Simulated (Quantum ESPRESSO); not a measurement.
BaZrO3: zone-centre phonons under several settings

```xyz
5
Lattice="4.1913 0.0000 0.0000 0.0000 4.1913 0.0000 0.0000 0.0000 4.1913" Properties=species:S:1:pos:R:3 pbc="T T T"
Ba    0.0000    0.0000    0.0000
Zr    2.0957    2.0957    2.0957
O     2.0957    2.0957    0.0000
O     2.0957    0.0000    2.0957
O     0.0000    2.0957    2.0957
```

All runs used Quantum ESPRESSO 7.5; k mesh 4 × 4 × 4, shifted; relaxed cell; no spin polarisation; cutoff 1143 eV; occupations smeared at first, fixed for the response.

| level | potentials | volume (Å³/atom) | lowest optical mode without the field (cm⁻¹) | highest optical mode without the field (cm⁻¹) | sum of the Born charges (e) |
| --- | --- | --- | --- | --- | --- |
| LDA | PseudoDojo 0.4.1 SR LDA standard | 14.29 | 102 | 525 | 0.13 |
| PBE | PseudoDojo 0.4.1 SR PBE standard | 15.12 | 96 | 473 | 0.13 |
| revPBE | PseudoDojo 0.4.1 SR PBE standard | ? | ? | ? | ? |
| RPBE | PseudoDojo 0.4.1 SR PBE standard | 15.44 | 90 | 451 | 0.12 |

Question: What stands in the row left open?

Answer: Volume 15.35 Å³/atom; lowest optical mode without the field 92 cm⁻¹; highest optical mode without the field 456 cm⁻¹; sum of the Born charges 0.12 e.

Caveats: this release of the barium file is off; the potentials were made for another functional, which shifts forces and pressure (some runs).

For the row left open. Caveat: the mesh is thin for the dielectric tensor, Born charges and intensities, which usually come out too large; the potentials were made for another functional, which shifts forces and pressure; this release of the barium file is off; the Born charges break their sum rule by 0.12 e, a sign of too thin a mesh.
